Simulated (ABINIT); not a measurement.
The system is Ga.

```
Ga
1.0
     1.38300   -4.02650    0.00000
     1.38300    4.02650    0.00000
    -0.11745    0.00000    3.32993
Ga
2
Direct
  0.13100 0.86900 0.75000
  0.86900 0.13100 0.25000
```

This isn't the form of Ga at room conditions, which is orthorhombic.

Base run:

- Program: ABINIT 10.8.3 (patched build)
- Functional: PBEsol
- Potentials or basis: JTH PAW PBE v2.0
- Cutoff: 544 eV
- k mesh: 10 × 10 × 8
- Occupations: fermi-dirac, width 0.05 eV
- Spin: no spin polarisation

Its results: band gap on the k mesh none (metal or under the smearing width); pressure -1.9 GPa; largest force 0.197 eV/Å.

Task: After a change of settings the same cell gave: band gap on the k mesh none (metal or under the smearing width); pressure -3.9 GPa; largest force 0.179 eV/Å. Which change was it?
A. functional from PBEsol to LDA
B. functional from PBEsol to AM05
C. functional from PBEsol to BLYP

Result: A.

LDA binds more tightly than PBEsol, so the same cell stands under less pressure.

Caveats: the PAW data sets were made with another functional, which shifts forces and pressure a little.
